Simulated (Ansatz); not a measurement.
Bulk crystal (Sn) after relaxation:

```
Sn
1.0
     0.00000    3.27078    3.27078
     3.27078    0.00000    3.27078
     3.27078    3.27078    0.00000
Sn
2
Direct
  0.50000 0.50000 0.50000
  0.75000 0.75000 0.75000
```

Miller indices refer to the conventional cell of Fd-3m (No. 227), a = 6.542 Å, b = 6.542 Å, c = 6.542 Å, α = 90.00°, β = 90.00°, γ = 90.00°.

The (100) slab of 7 planes, 9.8 Å thick with 15 Å of vacuum as cut; outer planes Sn (top) and Sn (bottom).

These are results of DFT PBEsol, scalar-relativistic, plane waves, PAW (Ansatz), not measurements. Settings: cutoff 420 eV, Γ-centred mesh 8×8×1 on the computed 7-atom cell, Gaussian smearing of 0.10 eV; no spin polarisation. A dipole correction removes the field between periodic images along c.

The work function read from the bulk's Fermi level differs by 0.29 eV, so the slab's middle doesn't match the bulk reference (too thin, or relaxed to another structure or magnetic state).

Results for the relaxed slab:

```
Surface energy (mean of both faces) : 1.03 J/m²
Work function                       : 4.61 eV
```

Relaxation lowers the energy by 0.001 J/m² a face; the largest move is 0.021 Å.

```csv
plane (bottom to top),atoms,"spacing to next, bulk (Å)",relaxed (Å),change (%)
1,Sn,1.635,1.659,+1.4
2,Sn,1.635,1.638,+0.2
3,Sn,1.635,1.630,-0.3
4,Sn,1.635,1.630,-0.3
5,Sn,1.635,1.638,+0.2
6,Sn,1.635,1.659,+1.4
7,Sn,,,
```